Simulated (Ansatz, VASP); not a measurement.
AlRu: VASP beside Ansatz

```xyz
2
Lattice="2.9736 0.0000 0.0000 0.0000 2.9736 0.0000 0.0000 0.0000 2.9736" Properties=species:S:1:pos:R:3 pbc="T T T"
Al    0.0000    0.0000    0.0000
Ru    1.4868    1.4868    1.4868
```

Alike in both runs: functional PBE; dispersion D3(BJ); k mesh 14 × 14 × 14; occupations gaussian, width 0.1 eV; no spin polarisation.

Ansatz relaxed the structure, and its values are those at the end. VASP's run is a single point on that final structure, the one shown.

|  | VASP | Ansatz |
| --- | --- | --- |
| version | VASP 6.6.1 | Ansatz 0.2.0 |
| potentials or method | VASP PAW PBE potentials, release 64 (Al, Ru_pv) | scalar-relativistic, plane waves, PAW |
| plane-wave cutoff (eV) | 520 | 420 |
| valence electrons in the cell | 17 | 19 |

```csv
,VASP,Ansatz,Ansatz less VASP
gap on the k mesh at the Fermi level (eV),none,none,-
pressure (GPa),0.0,0.0,+0.02
```

A gap of «none» marks a metal or a gap that the smearing closes. The two sets of potentials don't hold the same shells in valence.

Caveats: pairwise dispersion overbinds metals, which lowers pressure and volume.
